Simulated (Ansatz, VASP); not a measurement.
## One calculation of Ge, two programs

```
Ge
1.0
     0.00000    2.84989    2.84989
     2.84989    0.00000    2.84989
     2.84989    2.84989    0.00000
Ge
2
Cartesian
  2.8499 2.8499 2.8499
  4.2748 4.2748 4.2748
```

Alike in both runs: functional PBE; dispersion D3(BJ); k mesh 14 × 14 × 14; occupations gaussian, width 0.1 eV; no spin polarisation.

Ansatz relaxed the structure, and its values are those at the end. VASP's run is a single point on that final structure, the one shown.

```csv
,VASP,Ansatz
version,VASP 6.6.1,Ansatz 0.2.0
potentials or method,"VASP PAW PBE potentials, release 64 (Ge_d)","scalar-relativistic, plane waves, PAW"
plane-wave cutoff (eV),520,420
valence electrons in the cell,28,28
```

```tsv
	VASP	Ansatz	Ansatz less VASP
gap on the k mesh at the Fermi level (eV)	none	none	-
pressure (GPa)	-0.1	0.0	+0.11
```

A gap of «none» marks a metal or a gap that the smearing closes.

Caveats: pairwise dispersion overbinds metals, which lowers pressure and volume; this crystal is a semiconductor, whose small gap the functional closes, so the metal is an error of the method.
